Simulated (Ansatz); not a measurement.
AgCl (Fm-3m) at 2 levels of theory

One geometry, relaxed with PBE; plane waves with PAW potentials in Ansatz, scalar-relativistic. No spin polarisation. Gaps are the least over mesh and band path; pressure is positive in compression, and isn't given for hybrids.

```cif
data_structure
_symmetry_space_group_name_H-M 'P 1'
_symmetry_Int_Tables_number 1
_cell_length_a 3.9677
_cell_length_b 3.9677
_cell_length_c 3.9677
_cell_angle_alpha 60.000
_cell_angle_beta 60.000
_cell_angle_gamma 60.000
_cell_volume 44.17
loop_
_atom_site_label
_atom_site_type_symbol
_atom_site_fract_x
_atom_site_fract_y
_atom_site_fract_z
_atom_site_occupancy
Ag1 Ag 0.00000 0.00000 0.00000 1
Cl1 Cl 0.50000 0.50000 0.50000 1
```

| level | cutoff (eV) | k mesh | gap (eV) | pressure (GPa) |
| --- | --- | --- | --- | --- |
| PBE | 420 | 8×8×8 | 0.92 | 0.0 |

Problem. What comes out on the same cell with HSE06?

Solution.
```tsv
level	cutoff (eV)	k mesh	gap (eV)	pressure (GPa)
HSE06	420	6×6×6	2.43	-
```

It comes from a database structure that was distorted and then relaxed.
